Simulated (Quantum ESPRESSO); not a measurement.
Si2Ni under changes of volume

One of the cells (13.166 Å³/atom); the others are scaled copies at fixed shape and fractional positions:

```
Ni Si
1.0
     0.00000    2.70300    2.70300
     2.70300    0.00000    2.70300
     2.70300    2.70300    0.00000
Ni Si
1 2
Cartesian
  0.0000 0.0000 0.0000
  4.0545 4.0545 4.0545
  1.3515 1.3515 1.3515
```

* Program: Quantum ESPRESSO 7.5
* Functional: LDA
* Potentials or basis: GBRV 1.5 LDA
* Cutoff: 612 eV
* Density cutoff: 4898 eV
* k mesh: 9 × 9 × 9
* Occupations: fermi-dirac, width 0.05 eV
* Spin: collinear spin, ferromagnetic start
* Starting moments: [1.0, 0.0, 0.0] μB

```tsv
volume (Å³/atom)	energy over the lowest point (meV/atom)	pressure (GPa)
12.376	8.35	6.0
12.639	?	?
12.902	0.00	-1.1
13.166	3.96	-4.2
13.429	12.77	-6.9
13.692	25.96	-9.5
13.956	43.13	-11.8
```

Task: What does the run at 12.639 Å³/atom give?

Result: Energy over the lowest point 1.27 meV/atom; pressure 2.3 GPa.

Worked out: A Birch-Murnaghan fit of order 3 (a polynomial in V^(-2/3)) to the other rows has its minimum at 12.83 Å³/atom with B0 = V·E''(V) = 160 GPa and B' = 3.6. It gives 1.27 meV/atom at 12.639 Å³/atom, against the run's 1.27, and -dE/dV = 2.5 GPa, against 2.3.

Energies are extrapolated to zero smearing.
